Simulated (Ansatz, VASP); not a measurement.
Two plane-wave programs on CdTe

The input POSCAR:

```
CdTe
1.0
    4.9324361021      0.0000000000      0.0000000000
   -2.4662180511      4.2716149670      0.0000000000
    0.0000000000      0.0000000000      6.6878167635
Cd Te
2 2
Direct
    0.3333333333      0.6666666667      0.2500000000
    0.6666666667      0.3333333333      0.7500000000
    0.6666666667      0.3333333333      0.2500000000
    0.3333333333      0.6666666667      0.7500000000
```

File INCAR.step1:

```
ALGO     = Normal         # electronic algorithm
EDIFF    = 1E-4           # SCF threshold, eV
ENCUT    = 520            # plane-wave cutoff, eV
GGA      = PE             # functional
ISMEAR   = -1             # smearing method
LASPH    = T              # aspherical terms in the spheres
LCHARG   = F              # write CHGCAR
LREAL    = F              # projectors in reciprocal space
LWAVE    = T              # write WAVECAR
NBANDS   = 26             # bands
NELM     = 60             # most SCF steps
PREC     = Accurate       # precision mode
SIGMA    = 0.02           # smearing width, eV
```

Contents of INCAR.step2:

```
ALGO     = Normal         # electronic algorithm
EDIFF    = 1E-7           # SCF threshold, eV
ENCUT    = 520            # plane-wave cutoff, eV
ISIF     = 2              # what is computed and relaxed
ISMEAR   = -1             # smearing method
ISTART   = 1            
LASPH    = T              # aspherical terms in the spheres
LCHARG   = F              # write CHGCAR
LMIXTAU  = T            
LREAL    = F              # projectors in reciprocal space
LWAVE    = F              # write WAVECAR
METAGGA  = R2SCAN         # meta-GGA
NBANDS   = 26             # bands
NELM     = 60             # most SCF steps
PREC     = Accurate       # precision mode
SIGMA    = 0.02           # smearing width, eV
```

Contents of KPOINTS:

```
k-points
0
Gamma
  6 6 4
```

Input for Ansatz:

```yaml
crystal:
  lattice:
    - [4.9324361021, 0.0, 0.0]
    - [-2.4662180511, 4.271614967, 0.0]
    - [0.0, 0.0, 6.6878167635]
  atoms:
    - { symbol: Cd, position: [0.3333333333, 0.6666666667, 0.25] }
    - { symbol: Cd, position: [0.6666666667, 0.3333333333, 0.75] }
    - { symbol: Te, position: [0.6666666667, 0.3333333333, 0.25] }
    - { symbol: Te, position: [0.3333333333, 0.6666666667, 0.75] }
kpoints:
  mp_grid: { grid: [6, 6, 4] }
hamiltonian:
  xc: r2scan
scf:
  occupations: { method: fermi_dirac, width: 0.02 }
  n_extra_bands: 5
output:
  forces: true
  stress: true
  eigenvalues: true
```

Alike in both runs: task single point; functional r2SCAN; k mesh 6 × 6 × 4; occupations fermi-dirac, width 0.02 eV; no spin polarisation.

|  | VASP | Ansatz |
| --- | --- | --- |
| version | VASP 6.6.1 | Ansatz 0.2.0 |
| potentials or method | VASP PAW PBE potentials, release 64 (Cd, Te) | plane waves, PAW |
| plane-wave cutoff (eV) | 520 | 500 |
| valence electrons in the cell | 36 | 72 |

Ansatz gave:

```
pressure (GPa)                                  : -1.1
largest component of the traceless stress (GPa) : 0.34
```

Which values does VASP return?

Pressure (GPa): -1.0; largest component of the traceless stress (GPa): 0.31.

The functional is the same, so the differences come from potentials, cutoffs and numerics. The two sets of potentials don't hold the same shells in valence.

Caveats: the PAW data sets were made with another functional, which shifts forces and pressure a little (VASP); spin-orbit coupling is left out, which moves the levels of the heavy elements.
